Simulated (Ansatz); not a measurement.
# ZrC: strong compression

How does ZrC (CsCl type) answer strong compression? The runs shown use PAW. Its runs: cell relaxed at zero pressure (PAW); volume scaled by 1 (PAW); volume scaled by 0.9 (PAW); volume scaled by 0.8 (PAW); volume scaled by 0.7 (PAW); volume scaled by 0.6 (PAW); volume scaled by 0.5 (PAW); volume scaled by 0.4 (PAW and PAW (source ansatz)).

Computed with Ansatz 0.2.0 (DFT PBE, with the methods named in each step, unless a step's input says otherwise).

2 further runs of the same task are left out: 2 that didn't finish.

## 1. The starting structure

It takes space group Pm-3m (No. 221, cubic). Conventional cell: a = 2.978 Å, b = 2.978 Å, c = 2.978 Å, α = 90.00°, β = 90.00°, γ = 90.00°. Zr (site symmetry m-3m) is surrounded by 8 C at 2.58 Å. Around C (site symmetry m-3m) lie 8 Zr at 2.58 Å.

As a file:

```cif
data_structure
_symmetry_space_group_name_H-M 'P 1'
_symmetry_Int_Tables_number 1
_cell_length_a 2.9777
_cell_length_b 2.9777
_cell_length_c 2.9777
_cell_angle_alpha 90.000
_cell_angle_beta 90.000
_cell_angle_gamma 90.000
_cell_volume 26.40
loop_
_atom_site_label
_atom_site_type_symbol
_atom_site_fract_x
_atom_site_fract_y
_atom_site_fract_z
_atom_site_occupancy
Zr1 Zr 0.00000 0.00000 0.00000 1
C1 C 0.50000 0.50000 0.50000 1
```

Whether this phase is the stable one at these pressures isn't tested.

Atoms are numbered in the order of the input: Zr1, C2.

## 2. Cell relaxed at zero pressure, PAW

File input.yaml:

```yaml
crystal:
  lattice:
    - [2.9776781196, 0.0, 0.0]
    - [0.0, 2.9776781196, 0.0]
    - [0.0, 0.0, 2.9776781196]
  atoms:
    - { symbol: Zr, position: [0.0, 0.0, 0.0] }
    - { symbol: C, position: [0.5, 0.5, 0.5] }
kpoints:
  mp_grid: { grid: [14, 14, 14] }
scf:
  occupations: { method: fermi_dirac, width: 0.1 }
hamiltonian:
  xc: pbe
  pseudopotentials: { kind: paw }
output:
  forces: true
  stress: true
relax:
  f_tol: 0.005
  max_steps: 40
  cell: {}
```

The run is started by

```sh
$ ansatz run input.yaml --threads 1 --pin off --max-ram 2048MiB --backend cpu --events-out ev --progress --plain --runs-dir out
```

The runs that follow: Volume scaled by 1, PAW; Volume scaled by 0.9, PAW; Volume scaled by 0.8, PAW; Volume scaled by 0.7, PAW; Volume scaled by 0.6, PAW; Volume scaled by 0.5, PAW; Volume scaled by 0.4, PAW; Volume scaled by 0.4, PAW (source ansatz).

Before running it: what results should come out? Wanted: PAW pressure at 0.4 of the volume; fitted bulk modulus at zero pressure.

The runs gave:

| quantity | value |
| --- | --- |
| PAW pressure at 0.4 of the volume | 1027.0 GPa |
| fitted bulk modulus at zero pressure (PAW) | 196 GPa |
| its pressure derivative | 3.85 |

**Reading.** By PAW the pressure climbs to 1027 GPa at 0.4 of the first volume. One third-order Birch-Murnaghan curve follows these points (B₀ = 196 GPa, B′ = 3.85, misfit at most 2.44 GPa). A fit over so wide a range leans to the high pressures, so B₀ can be off by several per cent. No all-electron run checks these rows here, and frozen cores can fail under such compression. The ions are at rest, and the electrons smeared by 0.1 eV.
